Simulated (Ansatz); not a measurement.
Method: DFT PBE, scalar-relativistic, plane waves, PAW (Ansatz). Settings: cutoff 420 eV, Γ-centred meshes spaced at most about 0.3 Å⁻¹, and about 0.25 Å⁻¹ or finer for metals (2π included), Gaussian smearing. No spin polarisation.

Each guess is relaxed in cell and atoms at zero pressure, on a coarse mesh first where it starts far from rest and then on a converged one. The steps can't lower the symmetry of the start, but it can rise. Energies are static (0 K, no zero-point motion).

Two unrelaxed guesses for Ba2Hf2O:

A.

```xyz
5
Lattice="-2.2612 2.2612 6.0258 2.2612 -2.2612 6.0258 2.2612 2.2612 -6.0258" Properties=species:S:1:pos:R:3 pbc="T T T"
Ba    0.0000    0.0000    4.5194
Ba    0.0000    0.0000    7.5323
Hf    0.0000    2.2612    3.0129
Hf    2.2612    0.0000    3.0129
O     0.0000    0.0000    0.0000
```

B.

```xyz
5
Lattice="5.5000 0.0000 0.0000 -2.7500 4.7631 0.0000 0.0000 0.0000 5.4623" Properties=species:S:1:pos:R:3 pbc="T T T"
Ba    0.0000    3.1754    3.7637
Ba    2.7500    1.5877    3.7637
Hf    0.0000    3.1754    1.0306
Hf    2.7500    1.5877    1.0306
O     0.0000    0.0000    0.2317
```

**Question.** Where do they end, and which end is lower?

**Answer.** A ends lower, by 0.97 eV/atom. A: I4/mmm at 24.6 Å³/atom → I4/mmm at 29.4 Å³/atom; B: P6mm at 28.6 Å³/atom → P6/mmm at 30.6 Å³/atom. Counting Ba or Hf atoms around O (for each partner element, those within 1.25 times its shortest distance or 1.15 times the sum of covalent radii, where it is the nearest in units of that sum or under 1.3), the end of A has O 8 and the end of B has O 6. End of A. Conventional cell: a = 3.817 Å, c = 20.211 Å. Ba has 4 O at 3.15 Å, 1 Ba at 3.25 Å, 4 Ba at 3.82 Å and 4 Hf at 3.92 Å; Hf is surrounded by 4 Hf at 2.70 Å, 4 Hf at 3.82 Å and 4 Ba at 3.92 Å; O has 8 Ba at 3.15 Å and 4 O at 3.82 Å. End of B. Conventional cell: a = 5.156 Å, c = 6.645 Å. Around Ba lie 3 Ba at 2.98 Å, 3 O at 2.98 Å and 2 Hf at 3.32 Å; Hf is surrounded by 3 Hf at 2.98 Å and 2 Ba at 3.32 Å; O has 6 Ba at 2.98 Å.

Ends held by symmetry can be saddle points. Neither end is the lowest form computed: that has space group P-3m1 (No. 164) and lies 0.37 eV/atom below the better end. These runs have no spin–orbit coupling, which can matter for Hf. Some structure types and database cells were kept out of the candidates from the start, so a known form may be missing.
